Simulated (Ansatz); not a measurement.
# Si: how the settings move a relaxation

How sensitive is a relaxation of Si to its settings? A reference run comes first, then one run with altered input.

Computed with Ansatz 0.2.0 (reference: DFT, PBEsol, PAW with Ansatz's default frozen-core files, scalar-relativistic; relaxation of cell and atoms, unless a step's input says otherwise).

**1. Starting point**

The structure is tetragonal, space group I4_1/amd (No. 141). The conventional cell has a = 4.743 Å, b = 4.743 Å, c = 2.659 Å, α = 90.00°, β = 90.00°, γ = 90.00°. Si (site symmetry -4m2) is surrounded by 6 Si at 2.46 to 2.66 Å.

As a file:

```cif
data_structure
_symmetry_space_group_name_H-M 'P 1'
_symmetry_Int_Tables_number 1
_cell_length_a 3.6075
_cell_length_b 3.6075
_cell_length_c 3.6075
_cell_angle_alpha 97.803
_cell_angle_beta 97.803
_cell_angle_gamma 136.757
_cell_volume 29.90
loop_
_atom_site_label
_atom_site_type_symbol
_atom_site_fract_x
_atom_site_fract_y
_atom_site_fract_z
_atom_site_occupancy
Si1 Si 0.25000 0.75000 0.50000 1
Si2 Si 0.50000 0.50000 0.00000 1
```

**2. The reference run**

Contents of input.yaml:

```yaml
crystal:
  lattice:
    - [-2.3713723045, 2.3713723045, 1.3292653899]
    - [2.3713723045, -2.3713723045, 1.3292653899]
    - [2.3713723045, 2.3713723045, -1.3292653899]
  atoms:
    - { symbol: Si, position: [0.25, 0.75, 0.5] }
    - { symbol: Si, position: [0.5, 0.5, 0.0] }
kpoints:
  mp_grid: { grid: [16, 16, 16] }
scf:
  occupations: { method: fermi_dirac, width: 0.08 }
hamiltonian:
  xc: pbesol
  pseudopotentials: { kind: paw }
relax:
  f_tol: 0.002
  max_steps: 80
  cell: {}
output:
  forces: true
  stress: true
  write_density: true
  write_potential: true
  elf: true
  volumetric_format: npy
```

Command:

```sh
$ ansatz run input.yaml --threads 1 --pin off --max-ram 3072MiB --backend cpu --events-out ev --progress --plain --runs-dir out
```

From the output:

```text
[...]
Basis set: ecut = 420 eV, 581 PW (Γ), exchange–correlation on 50×50×50 points (8 copies of the dense FFT grid, shifted against one another)
[...]
k-points: 349 of 4096
[...]
SCF iter   1: F=—  HF=-1242.615463 eV  |F-HF|=—  |Δ(HF+E_count)|=         —  Δρ=2.17e-3  dr2=7.03e-4  ethr=1.77e-3  ⟨swp⟩=5.1  Hψ=22647  notcnv=0
preconditioner: auto → none  [metal: Δε(μ)=0.021 eV  Ē_g=10.209 eV  σ=0.080 eV  W_gap=0.06  n_scr=4 (ndim 8)  ℏωp=19.2 eV  f_vac=0.000  D(μ)=0.80/eV (n_scr^D=4)  sad-step TF]
SCF iter   2: F=—  HF=-1242.615481 eV  |F-HF|=—  |Δ(HF+E_count)|=   1.79e-5  Δρ=1.26e-3  dr2=2.48e-4  ethr=8.79e-6  ⟨swp⟩=1.8  Hψ=6018  notcnv=0
[...]
relax step   1: F+E_penalty+E_count = -1242.61550178 eV  Δ(F+E_penalty+E_count) = +0.000e0 eV  max|allowed force component| = 1.388e-17 eV/Å  Δτ_max = 0.0000 Å  P = +0.787 GPa  Ω = 29.900 Å³  (6 SCF iters, dr2 threshold 1.00e-7 eV, accepted)
[...]
relax step   2: F+E_penalty+E_count = -1242.61650241 eV  Δ(F+E_penalty+E_count) = -1.001e-3 eV  max|allowed force component| = 6.939e-18 eV/Å  Δτ_max = 0.0000 Å  P = +0.203 GPa  Ω = 30.036 Å³  energy of the carried Pulay correction = -2.188e-5 eV  (3 SCF iters
[...]
relax step   3: F+E_penalty+E_count = -1242.61746684 eV  Δ(F+E_penalty+E_count) = -9.644e-4 eV  max|allowed force component| = 1.388e-17 eV/Å  Δτ_max = 0.0000 Å  P = -0.189 GPa  Ω = 30.109 Å³  energy of the carried Pulay correction = -2.991e-5 eV  (4 SCF iters
[...]
relax step   4: F+E_penalty+E_count = -1242.61770471 eV  Δ(F+E_penalty+E_count) = -2.379e-4 eV  max|allowed force component| = 1.388e-17 eV/Å  Δτ_max = 0.0000 Å  P = -0.083 GPa  Ω = 30.063 Å³  energy of the carried Pulay correction = -1.846e-5 eV  (3 SCF iters
[...]
relax step   5: F+E_penalty+E_count = -1242.61771483 eV  Δ(F+E_penalty+E_count) = -1.012e-5 eV  max|allowed force component| = 3.469e-17 eV/Å  Δτ_max = 0.0000 Å  P = +0.002 GPa  Ω = 30.042 Å³  energy of the carried Pulay correction = -1.499e-5 eV  (3 SCF iters
[...]
SCF iter   2: F=—  HF=-1242.617746 eV  |F-HF|=—  |Δ(HF+E_count)|=   7.51e-8  Δρ=6.35e-6  dr2=1.02e-9  ethr=5.04e-11  ⟨swp⟩=1.5  Hψ=3158  notcnv=0
SCF iter   3: F=-1242.617746 eV  HF=-1242.617746 eV  |F-HF|=1.14e-12  |Δ(HF+E_count)|=   4.88e-9  Δρ=5.10e-8  dr2=2.85e-13  ethr=1.00e-12  ⟨swp⟩=4.1  Hψ=12619  notcnv=0
[...]
relax step   6: F+E_penalty+E_count = -1242.61774634 eV  Δ(F+E_penalty+E_count) = -3.151e-5 eV  max|allowed force component| = 1.735e-17 eV/Å  Δτ_max = 0.0000 Å  P = +0.004 GPa  Ω = 30.042 Å³  stress off target by 6.63e-3 GPa  SCF on the basis re-selected at t
[...]
SCF converged after 3 iterations
Free energy (F): -1242.617746 eV
[...]
E sigma→0 (E₀):  -1242.609289 eV
[...]
Fermi energy:    9.813360 eV
[...]
  P = ⅓ Tr σ = 0.0037 GPa (0.037 kbar)
[...]
--- Relaxed structure (5 steps of the walk, 5 accepted, 1 SCFs on fresh bases) ---
[...]
```

It took 26 s on 1 thread of Arm Neoverse V2, shared host; peak memory 0.39 GiB.

**3. Changed: mp_grid.grid [11, 11, 11], occupations.method tetrahedron_uncorrected, ecutwfc 450 eV, width left out**

input.yaml: that of step 2 with these lines changed.

```diff
@@ -9,5 +9,5 @@
 kpoints:
-  mp_grid: { grid: [16, 16, 16] }
+  mp_grid: { grid: [11, 11, 11] }
 scf:
-  occupations: { method: fermi_dirac, width: 0.08 }
+  occupations: { method: tetrahedron_uncorrected }
 hamiltonian:
@@ -22,5 +22,3 @@
   stress: true
-  write_density: true
-  write_potential: true
-  elf: true
-  volumetric_format: npy
+basis:
+  ecutwfc: "450 eV"
```

Command:

```sh
$ ansatz run input.yaml --threads 1 --pin off --max-ram 3072MiB --backend cpu --events-out ev --progress --plain --runs-dir out
```

The program printed (excerpt; [...] marks lines left out):

```text
Warning: relax: with tetrahedron occupations the Hellmann–Feynman forces and the energy need not agree along the walk (scf.occupations.method in the input reference, under Limitations); prefer a smearing scheme for the relaxation and re-run the relaxed geometry with tetrahedron [...]
Pseudopotentials: kind: paw
Pseudopotential: Si, paw, valence charge 4, recommended cutoff 420 eV (normal), Si.paw.azcp
Functional definition: PBEsol
[...]
Crystal: 2 atoms, lattice volume = 29.900 Å³
Basis set: ecut = 450 eV, 641 PW (Γ), exchange–correlation on 50×50×50 points (8 copies of the dense FFT grid, shifted against one another)
Bands: 8, of which v1, the nominal top of the filled ones, is band 4 counted from 1 (3 counted from 0)
Symmetry: 16 space group operations
Space group: I41/amd (ITA 141), of the structure as read, at distance tolerance 3.1e-5 Å
k-points: 126 of 1331
[...]
SCF iter   1: F=—  HF=-1242.491401 eV  |F-HF|=—  |Δ(HF+E_count)|=         —  Δρ=1.86e-3  dr2=4.08e-4  ethr=1.77e-3  ⟨swp⟩=5.8  Hψ=8636  notcnv=0
[...]
relax step   1: F+E_penalty+E_count = -1242.49150078 eV  Δ(F+E_penalty+E_count) = +0.000e0 eV  max|allowed force component| = 4.163e-17 eV/Å  Δτ_max = 0.0000 Å  P = +1.110 GPa  Ω = 29.900 Å³  (6 SCF iters, dr2 threshold 1.00e-7 eV, accepted)
[...]
relax step   4: F+E_penalty+E_count = -1242.49600883 eV  Δ(F+E_penalty+E_count) = -6.693e-5 eV  max|allowed force component| = 1.388e-17 eV/Å  Δτ_max = 0.0000 Å  P = -0.015 GPa  Ω = 30.114 Å³  energy of the carried Pulay correction = -5.308e-6 eV  (3 SCF iters, dr2 threshold 2.00e-7 eV, accepted)
[...]
relax step   5: F+E_penalty+E_count = -1242.49601943 eV  Δ(F+E_penalty+E_count) = -1.060e-5 eV  max|allowed force component| = 3.469e-18 eV/Å  Δτ_max = 0.0000 Å  P = -0.014 GPa  Ω = 30.114 Å³  stress off target by 4.59e-2 GPa  SCF on the basis re-selected at this cell (its energy is not [...]
SCF converged after 3 iterations
Free energy (F): -1242.496019 eV
[...]
E sigma→0 (E₀):  -1242.496019 eV
Entropy (-TS):   -0.000107 eV (-0.054 meV/atom)
Fermi energy:    9.782761 eV
[...]
--- Forces (eV/Å), atoms counted from 1 ---
  atom   1  Si     0.00000000    -0.00000000     0.00000000
  atom   2  Si    -0.00000000    -0.00000000     0.00000000
[...]
--- Stress (GPa, compression-positive) ---
        0.002472       0.000000       0.000000
        0.000000       0.002472       0.000000
       -0.000000       0.000000      -0.045903
  P = ⅓ Tr σ = -0.0137 GPa (-0.137 kbar)
--- Band table (eV; the first three rows and the last of 126) ---
  k-point 0: bands = ["-4.0635", "7.2407", "7.2407", "7.7086", "11.2334", "17.4342", "18.6935", "18.6935"]
[...]
--- Relaxed structure (4 steps of the walk, 4 accepted, 1 SCFs on fresh bases) ---
  F+E_penalty+E_count = -1242.49601943 eV   max|allowed force component| = 3.469e-18 eV/Å   (the final SCF, on the basis selected at the relaxed cell)
  cell:  # Å, volume = 30.1142 Å³
    - [-2.3939312309309906, 2.3939312309309906, 1.3136751571459016]
    - [2.3939312309309906, -2.3939312309309906, 1.3136751571459016]
    - [2.3939312309309906, 2.3939312309309906, -1.3136751571459016]
  atoms:
    - { symbol: Si, position: [0.24999999999999994, 0.7500000000000001, 0.5000000000000001] }
    - { symbol: Si, position: [0.5, 0.5, 1.8458496404983988e-36] }
```

It took 8.6 s on 1 thread of Arm Neoverse V2, shared host; peak memory 0.32 GiB.

Changing the k-point mesh, smearing and cutoff moves the energy by +56.6 meV/atom (σ→0 values), and the final volume goes from 30.04 to 30.11 Å³. More than one kind of setting changed, and this run alone doesn't tell their shares apart. The variant is not converged in its settings.

**4. Side by side**

```tsv
run	ending	energy change	pressure (GPa)	gap (eV)	force (eV/Å)	cycles	time
reference	converged	0	0.0	0.00	0.00	22	26 s
1: mp_grid.grid [11, 11, 11], occupations.method tetrahedron_uncorrected, ecutwfc 450 eV, width left out	converged	+56.6 meV/atom (σ→0)	0.0	0.00	0.00	20	8.6 s
```

Times don't compare one to one where runs were asked for different outputs or read a saved state (see the inputs); cycles may leave out searches for a lower state.

What this shows: Changing the k-point mesh, smearing and cutoff moves the energy by +56.6 meV/atom (σ→0 values), and the final volume goes from 30.04 to 30.11 Å³. More than one kind of setting changed, and this run alone doesn't tell their shares apart.
